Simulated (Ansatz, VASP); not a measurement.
# AlB2H2 in VASP and in Ansatz

File INCAR:

```
PREC = Accurate
ENCUT = 600
EDIFF = 1E-7
ISMEAR = 0
SIGMA = 0.1
LREAL = False
LASPH = True
NELM = 60
ALGO = Normal
ISIF = 3
LWAVE = False
LCHARG = False
GGA = PE
IBRION = 2
NSW = 90
EDIFFG = -0.04
```

The input KPOINTS:

```
regular mesh
0
Gamma
  6 6 4
```

The input POSCAR:

```
AlB2H2
1.0
    1.6024894900     -2.7631843200      0.0000000000
    1.6024894900      2.7631843200      0.0000000000
    0.0000000000      0.0000000000      4.5909892300
Al B H
1 2 2
Direct
    0.5000000000      0.5000000000      0.0000000000
    0.0000000000      0.0000000000      0.7659338100
    0.0000000000      0.0000000000      0.2340661900
    0.0000000000      0.5000000000      0.5000000000
    0.5000000000      0.0000000000      0.5000000000
```

Input for Ansatz:

```yaml
crystal:
  lattice:
    - [1.60248949, -2.76318432, 0.0]
    - [1.60248949, 2.76318432, 0.0]
    - [0.0, 0.0, 4.59098923]
  atoms:
    - { symbol: Al, position: [0.5, 0.5, 0.0] }
    - { symbol: B, position: [0.0, 0.0, 0.76593381] }
    - { symbol: B, position: [0.0, 0.0, 0.23406619] }
    - { symbol: H, position: [0.0, 0.5, 0.5] }
    - { symbol: H, position: [0.5, 0.0, 0.5] }
basis:
  ecutwfc: 420
kpoints:
  mp_grid: { grid: [6, 6, 4] }
hamiltonian:
  xc: pbe
scf:
  occupations: { method: gaussian, width: 0.1 }
  lower_state_search: "off"
output:
  forces: true
  stress: true
  eigenvalues: true
relax:
  adjacent_minimum: "off"
  f_tol: 0.04
  max_steps: 70
  cell: { stress_tol: 0.4 }
```

Alike in both runs: task relaxation of cell and atoms; functional PBE; k mesh 6 × 6 × 4; occupations gaussian, width 0.1 eV; no spin polarisation.

```csv
,VASP,Ansatz
version,VASP 6.6.1,Ansatz 0.2.0
potentials or method,"VASP PAW PBE potentials, release 64 (Al, B, H)","scalar-relativistic, plane waves, PAW"
plane-wave cutoff (eV),600,420
valence electrons in the cell,11,11
```

|  | VASP | Ansatz | Ansatz less VASP |
| --- | --- | --- | --- |
| gap on the k mesh at the Fermi level, each at its own relaxed structure (eV) | none | none | - |
| relaxed volume (Å³/atom) | 7.47 | 7.48 | +0.005 |
| relaxed cell length with the largest relative difference (Å) | 4.889 | 4.883 | -0.0054 |
| energy change over the relaxation (meV/atom) | -726 | -726 | -0.2 |

A gap of «none» marks a metal or a gap that the smearing closes.

Caveats: the k mesh is coarse (spacing up to 0.38 Å⁻¹), so the values aren't converged.
